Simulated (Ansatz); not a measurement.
Space group P4/mbm (No. 127). a = 6.976 Å, b = 6.976 Å, c = 3.607 Å, α = 90.00°, β = 90.00°, γ = 90.00°
```tsv
atom	site	symmetry	x	y	z
Hf	4h	m.2m	0.6739	0.8261	0.5000
Hf	2a	4/m..	0.5000	0.5000	0.0000
Si	4g	m.2m	0.6238	0.1238	0.0000
```

Equation of state of this Hf₃Si₂ structure (not necessarily the ground state), with shape and atoms relaxed at each volume where symmetry leaves them free. It has no gap at any of these volumes. All numbers below come from DFT PBEsol, scalar-relativistic, plane waves, PAW (Ansatz).

Plane waves to 420 eV, a k mesh through Γ of 6×6×10 on the computed 10-atom cell and Gaussian smearing (0.10 eV); no spin polarisation.

| V (Å³/atom) | E − E(largest V) (meV/atom) | P (GPa) |
| --- | --- | --- |
| 15.976 | 51.03 | 17.14 |
| 16.502 | 5.78 | 10.56 |
| 17.029 | -19.30 | 4.89 |
| 17.556 | -27.04 | 0.01 |
| 18.082 | -19.86 | -4.17 |
| 18.609 | 0.00 | -7.75 |

Task: Fit a third-order Birch–Murnaghan equation to E(V).

Result: V0 = 17.55 Å³/atom, B0 = 151 GPa, B0' = 4.1.

Spin-orbit coupling is left out, which matters for the bands of heavy elements.